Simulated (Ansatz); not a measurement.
The system is MgS (Niningerite).

```
S Mg
1.0
     0.00000    2.60165    2.60165
     2.60165    0.00000    2.60165
     2.60165    2.60165    0.00000
S Mg
1 1
Direct
  0.50000 0.50000 0.50000
  0.00000 0.00000 0.00000
```

```yaml
Program: Ansatz 0.2.0
Task: relaxation of cell and atoms
Functional: BLYP
Dispersion: D3(BJ)
Potentials_or_basis: Ansatz PAW
Cutoff: "420 eV (not typed: the program's choice for these potentials)"
k_mesh: 9 × 9 × 9
Occupations: fermi-dirac, width 0.05 eV
Spin: no spin polarisation
```

At the start: volume 17.61 Å³/atom.

Task: How do energy, volume and symmetry change on relaxing?

Result: It ends after 4 steps and the volume is 16.80 Å³/atom (-4.6 %); space group Fm-3m (No. 225, to 0.05 Å).

Step by step:
| step | energy change (eV) | largest force (eV/Å) | volume (Å³) |
| --- | --- | --- | --- |
| 1 | 0.0000 | 0.0000 | 35.22 |
| 2 | -0.0181 | 0.0000 | 33.86 |
| 3 | -0.0185 | 0.0000 | 33.60 |
| 4 | -0.0185 | 0.0000 | 33.60 |

Final structure:
```cif
data_structure
_symmetry_space_group_name_H-M 'P 1'
_symmetry_Int_Tables_number 1
_cell_length_a 3.6221
_cell_length_b 3.6221
_cell_length_c 3.6221
_cell_angle_alpha 60.000
_cell_angle_beta 60.000
_cell_angle_gamma 60.000
_cell_volume 33.60
loop_
_atom_site_label
_atom_site_type_symbol
_atom_site_fract_x
_atom_site_fract_y
_atom_site_fract_z
_atom_site_occupancy
S1 S 0.50000 0.50000 0.50000 1
Mg1 Mg 0.00000 0.00000 0.00000 1
```

Caveat: the plane-wave basis is chosen anew once the cell has moved, so the energies of steps on either side of that aren't comparable; the PAW data sets come from PBE, with cores solved anew for the run's functional, which leaves a small shift of forces and pressure.
